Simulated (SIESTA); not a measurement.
The system is ZrC.

```xyz
2
Lattice="0.0000 2.3650 2.3650 2.3650 0.0000 2.3650 2.3650 2.3650 0.0000" Properties=species:S:1:pos:R:3 pbc="T T T"
Zr    2.3650    2.3650    2.3650
C     0.0000    0.0000    0.0000
```

Base run:

```yaml
Program: SIESTA 5.4.2
Functional: PBE
Potentials_or_basis: PseudoDojo 0.4 standard (PBE files)
Basis: TZDP (energy shift 0.003 Ry; two zetas on semicore shells)
Grid_cutoff: 800 Ry
Energy_shift: 0.003 Ry
k_mesh: 10 × 10 × 10
Occupations: fermi-dirac, width 0.05 eV
Spin: no spin polarisation
```

Its results: band gap on the k mesh none (metal or under the smearing width); pressure -1.9 GPa.

Q: The run is repeated on the same cell with these changes: basis from TZDP (energy shift 0.003 Ry; two zetas on semicore shells) to DZ (energy shift 0.003 Ry; two zetas on semicore shells). What comes out?

A: Band gap on the k mesh none (metal or under the smearing width); pressure -0.3 GPa.

Caveats: the basis of atomic orbitals isn't converged, which shifts pressures, moduli and gaps; the basis has no polarisation orbitals (some runs).
